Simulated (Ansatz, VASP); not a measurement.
**CaO (Lime) in two plane-wave programs**

One calculation is typed for both programs; each brings its own data sets. How far apart do they land? The cell is taken from a series of runs on this material, whose earlier steps may have relaxed, scaled, displaced or heated it; both programs get it as it stands.

Calculated with Ansatz 0.2.0; plane waves, with VASP 6.6.1 beside it; LDA.

**1. The structure**

It takes space group R-3m (No. 166, trigonal). Conventional cell: a = 3.229 Å, b = 3.229 Å, c = 8.310 Å, α = 90.00°, β = 90.00°, γ = 120.00°. Nearest to O lie 6 Ca at 2.32 Å. Nearest to Ca lie 6 O at 2.32 Å. Farther neighbours and most contacts between anions are not listed.

**2. Ansatz: zone-centre phonons, LDA**

Ansatz runs on its PAW soft_1 files.

Second derivatives magnify differences that forces hide, and they need a tight electronic threshold.

input.yaml reads:

```yaml
crystal:
  lattice:
    - [0.0771404571, 2.3602105927, 2.3602105927]
    - [2.3602105927, 0.0771404571, 2.3602105927]
    - [2.3602105927, 2.3602105927, 0.0771404571]
  atoms:
    - { symbol: O, position: [0.5, 0.5, 0.5] }
    - { symbol: Ca, position: [0.0, 0.0, 0.0] }
kpoints:
  mp_grid: { grid: [8, 8, 8] }
hamiltonian:
  xc: lda
  pseudopotentials: { kind: paw, azcp: { folder: soft_1 }, xc_functional: pbe }
scf:
  occupations: { method: fixed }
output:
  eigenvalues: true
phonons:
  method: dfpt
  dielectric: true
  rigid_motions: translations
```

On the command line:

```
$ ansatz run input.yaml --threads 4 --pin off --max-ram 10240MiB --backend cpu --events-out ev --progress --plain --runs-dir out
```

Numbers of over 12 decimals in the logs are rounded to 6 here.

What it wrote:

```text
Engine: ansatz 0.2.0, x86_64-unknown-linux-gnu
Pseudopotentials: kind: paw
Pseudopotential: O, paw, valence charge 6, recommended cutoff 420 eV (normal), soft_1/O.paw.azcp
Pseudopotential: Ca, paw, valence charge 10, recommended cutoff 420 eV (normal), soft_1/Ca.paw.azcp
Functional definition: SPW92
  exchange = slater_x
  correlation = pw_c
Crystal: 2 atoms, lattice volume = 25.007 Å³
Basis set: ecut = 420 eV, 507 PW (Γ), exchange–correlation on 48×48×48 points (8 copies of the dense FFT grid, shifted against one another)
Bands: 12, of which v1, the nominal top of the filled ones, is band 8 counted from 1 (7 counted from 0)
Symmetry: 12 space group operations
k-points: 150 of 512 (irreducible under 2 space group operations, time reversal used)
Non-local potential: O, projectors of the file, l = 0: 2, l = 1: 2, l = 2: 1
Non-local potential: Ca, projectors of the file, l = 0: 3, l = 1: 2, l = 2: 2
PAW form: soft (Blöchl's): semilocal exchange-correlation on the pseudo side does not see the compensation charge
PAW frozen core: O, regenerated for the run's functional, and the local potential with it (the file was generated under x = pbe(κ = 0.804, μ = 0.219515), c = pbe(β = 0.066725))
PAW frozen core: Ca, regenerated for the run's functional, and the local potential with it (the file was generated under x = pbe(κ = 0.804, μ = 0.219515), c = pbe(β = 0.066725))
PAW one-centre angular grid: O, 110 points (default); XC on 64 Gauss nodes
PAW one-centre angular grid: Ca, 110 points (default); XC on 64 Gauss nodes
Initial density: superposition of atomic densities (chi_scale 0.1, normalization cell, long waves kept (reshape's long-wave potential 0.00 eV rms))
Initial wavefunctions: pseudopotential atomic-orbital guess
Functional: x = slater, c = lda
SCF iter   1: F=—  HF=-2332.263651 eV  |F-HF|=—  |Δ(HF+E_count)|=         —  Δρ=1.08e-1  dr2=2.62e0  ethr=3.10e-3  ⟨swp⟩=4.1  Hψ=10587  notcnv=0  defer=24
preconditioner: auto → none  [insulator: Δε(μ)=1.798 eV  Ē_g=17.853 eV  n_scr=8 (ndim 8)  ℏωp=27.8 eV  f_vac=0.000  ε∞_Penn≈3.4]
SCF iter   2: F=—  HF=-2332.055752 eV  |F-HF|=—  |Δ(HF+E_count)|=   2.08e-1  Δρ=9.31e-2  dr2=1.97e0  ethr=3.10e-3  ⟨swp⟩=3.0  Hψ=5053  notcnv=0  defer=263
SCF iter   3: F=—  HF=-2331.598594 eV  |F-HF|=—  |Δ(HF+E_count)|=   4.57e-1  Δρ=1.60e-2  dr2=5.32e-2  ethr=3.10e-3  ⟨swp⟩=2.7  Hψ=3097  notcnv=0  defer=103
SCF iter   4: F=—  HF=-2331.606071 eV  |F-HF|=—  |Δ(HF+E_count)|=   7.48e-3  Δρ=4.38e-3  dr2=2.84e-3  ethr=3.32e-4  ⟨swp⟩=2.3  Hψ=3152  notcnv=0  defer=291
SCF iter   5: F=—  HF=-2331.607278 eV  |F-HF|=—  |Δ(HF+E_count)|=   1.21e-3  Δρ=6.03e-4  dr2=5.84e-5  ethr=1.78e-5  ⟨swp⟩=2.6  Hψ=2849  notcnv=0  defer=297
SCF iter   6: F=—  HF=-2331.607264 eV  |F-HF|=—  |Δ(HF+E_count)|=   1.32e-5  Δρ=4.34e-5  dr2=1.11e-7  ethr=3.65e-7  ⟨swp⟩=2.0  Hψ=3119  notcnv=0  defer=286
SCF iter   7: F=—  HF=-2331.607264 eV  |F-HF|=—  |Δ(HF+E_count)|=   3.39e-8  Δρ=1.37e-5  dr2=3.65e-8  ethr=6.94e-10  ⟨swp⟩=2.0  Hψ=3000  notcnv=0  defer=24
SCF iter   8: F=—  HF=-2331.607264 eV  |F-HF|=—  |Δ(HF+E_count)|=   7.87e-9  Δρ=1.25e-6  dr2=3.12e-10  ethr=2.28e-10  ⟨swp⟩=2.0  Hψ=2242  notcnv=0  defer=24
SCF iter   9: F=-2331.607264 eV  HF=-2331.607264 eV  |F-HF|=3.18e-12  |Δ(HF+E_count)|=  6.87e-11  Δρ=1.12e-7  dr2=2.79e-12  ethr=1.00e-12  ⟨swp⟩=7.9  Hψ=11335  notcnv=0
SCF 1 converged in 9 iterations: F = -2331.607264 eV  dr2 = 2.79e-12
  greatest PAW one-centre occupation: 0.996 electrons in one spin orbital (limit 2), on the Ca atom at site 1 (counted from 0), in its partial waves of l = 0
NSCF: frozen V_eff on 5 k-points
DFPT response loops at Γ: preconditioner auto → none (the input reference at scf.mixing.eps_inf says where Resta's filter doesn't serve); β = 0.50; Broyden in place of MSR1
── the response to a field inside a basis, on 8×8×8 k-points: an SCF that follows is theirs, and a resumed run solves both again ──
Bands: 9, of which v1, the nominal top of the filled ones, is band 8 counted from 1 (7 counted from 0)
k-points: 60 of 512
Initial density: handed on by an earlier stage of this run
Initial wavefunctions: pseudopotential atomic-orbital guess (no wavefunctions were taken with the density)
Eigensolver: Dense (60 Hₖ)
SCF iter   1: F=—  HF=-2331.609219 eV  |F-HF|=—  |Δ(HF+E_count)|=         —  Δρ=6.34e-4  dr2=1.44e-5  ethr=1.00e-1
preconditioner: auto → none  [insulator: Δε(μ)=3.536 eV  Ē_g=16.186 eV  n_scr=8 (ndim 8)  ℏωp=27.8 eV  f_vac=0.000  ε∞_Penn≈3.9]
SCF iter   2: F=—  HF=-2331.609217 eV  |F-HF|=—  |Δ(HF+E_count)|=   1.80e-6  Δρ=2.90e-4  dr2=6.35e-6  ethr=9.01e-8
SCF iter   3: F=—  HF=-2331.609217 eV  |F-HF|=—  |Δ(HF+E_count)|=   8.57e-8  Δρ=1.84e-4  dr2=3.63e-6  ethr=3.97e-8
SCF iter   4: F=-2331.609216 eV  HF=-2331.609216 eV  |F-HF|=9.24e-10  |Δ(HF+E_count)|=   7.90e-7  Δρ=1.42e-5  dr2=1.40e-8  ethr=2.27e-8
SCF 1 converged in 4 iterations: F = -2331.609216 eV  dr2 = 1.40e-8
DFPT response loops at Γ: mixed as the last ones told, above
SCF converged after 9 iterations
Free energy (F): -2331.607264 eV
Harris-Foulkes:  -2331.607264 eV  (|F-HF|=3.18e-12)
Internal energy: -2331.607264 eV  (E = F + TS)
E sigma→0 (E₀):  -2331.607264 eV
Fermi energy:    8.590743 eV
--- Per-component energies (eV) ---
  E_band       = -82.429361
  E_kinetic    = 426.913657
  E_local      = -837.810653  (includes V_loc(G=0)·N_el)
  E_nonlocal   = 148.173862
  E_hartree    = 275.149181
  E_xc         = -199.461928
  E_vxc        = -252.196828  (∫ρ·V_xc dr)
  E_paw        = -974.850324  (= ΣΔE_a)
  E_vpaw       = -117.808580  (= ΣTr[D̂ρ^β])
  E_aug_tail   = 0.000786  (compensation charges beyond the density's cutoff)
  E_ewald      = -1170.101932
  E_core_change = 0.380088  (= ΣΔE_core)
  E_smearing   = -0.000000  (= −TS)
  E_closure    = 0.000000  (closes the sum)
  Σ components = -2331.607264   (vs F -2331.607264, Δ=0.00e0)
--- Band table (eV; the first three rows and the last of 150) ---
  k-point 0: bands = [... 4 lower, -6.8856, 8.4132, 8.5907, 8.5907, 13.8626, 14.6334, 15.0366, 15.0366]
  k-point 1: bands = [... 4 lower, -6.5184, 7.9760, 8.1599, 8.3358, 14.4362, 14.9658, 15.0920, 15.3560]
  k-point 2: bands = [... 4 lower, -5.8692, 6.8494, 7.5699, 7.7982, 14.9542, 15.5961, 16.2092, 16.3674]
  k-point 149: bands = [... 4 lower, -5.1157, 5.5737, 7.2759, 7.2759, 15.8149, 17.1838, 17.1838, 17.6846]
--- Phonons (Γ-DFPT): 2 representative perturbations + reference, on 150 of 512 k-points (Σ response iterations 7) ---
  k mesh reduced under 2 symmetry operations, with k and −k counted as one. Each operation leaves every solved perturbation unchanged. A smaller set is not considered because the run solves the response to a homogeneous field
  ASR residual: 8.843e-5 → 0.000e0 eV/Å²; symmetrization residual: 4.567e-7 eV/Å²
  ASR residual per site (eV/Å²): 8.84e-5 3.43e-5
  Γ frequencies (cm⁻¹): 0.00 0.00 0.00 315.82 315.82 325.82
  ε∞ (high-frequency dielectric tensor):
        3.924714     0.031969     0.031969
        0.031969     3.924714     0.031969
        0.031969     0.031969     3.924714
  ε⁰ (static dielectric tensor: ions relaxed, cell fixed):
       13.633232     0.047076     0.047076
        0.047076    13.633232     0.047076
        0.047076     0.047076    13.633232
  ε⁰ − ε∞ (ionic part):
        9.708518     0.015107     0.015107
        0.015107     9.708518     0.015107
        0.015107     0.015107     9.708518
  softest optical mode at Γ: 315.82 cm⁻¹; the repairs (sum rule, projections) moved no ω² at Γ by more than (1.25 cm⁻¹)²
  Born effective charges Z* (e; rows j = field, columns β = displacement):
    site 0:
        -2.39720   -0.02691   -0.02691
        -0.02691   -2.39720   -0.02691
        -0.02691   -0.02691   -2.39720
    site 1:
         2.39720    0.02691    0.02691
         0.02691    2.39720    0.02691
         0.02691    0.02691    2.39720
  Z* charge neutrality: 4.822e-4 e pre-enforcement
  solved inside a basis spanned on kpoints, on 8×8×8 k-points, its susceptibility summed on 12×12×12: ε∞ is read to err by 8.9e-3, Z* by 1.1e-2 e (field_mesh: kpoints solves on kpoints); Z* is corrected for what the basis lacks
  optical modes at Γ without the LO–TO term, one row a degenerate level:
      ω (cm⁻¹)  modes    IR ((D/Å)²/amu)
        315.82      2            22.6715
        325.82      1            12.1212
  optical modes at Γ + LO–TO along q̂ = [1.0000, 0.0000, 0.0000]:
      ω (cm⁻¹)  modes    IR ((D/Å)²/amu)
        315.82      1            11.3357
        322.31      1            11.8384
        595.02      1            11.6185
  optical modes at Γ + LO–TO along q̂ = [0.0000, 1.0000, 0.0000]:
      ω (cm⁻¹)  modes    IR ((D/Å)²/amu)
        315.82      1            11.3357
        322.31      1            11.8384
        595.02      1            11.6185
  optical modes at Γ + LO–TO along q̂ = [0.0000, 0.0000, 1.0000]:
      ω (cm⁻¹)  modes    IR ((D/Å)²/amu)
        315.82      1            11.3357
        322.31      1            11.8384
        595.02      1            11.6185
```

Reading the cycles: dr2 is the Hartree energy of the density residual (eV), the measure of convergence; HF is the Harris–Foulkes estimate of the energy, which meets the free energy F at convergence.

[end of part 1 of 2]

[Lines on the potential files, build, host, timing and source positions are cut from VASP's logs without a mark.]

[Logs are printed without paths, hosts, clocks, repeated set-up lines and the standing remarks that a program may print on its own settings, such as how far it seeks lower states.]

[Hosts, paths, dates, database ids (printed as entryN), source tags and the programs' standing remarks are cut or masked in the printed files.]
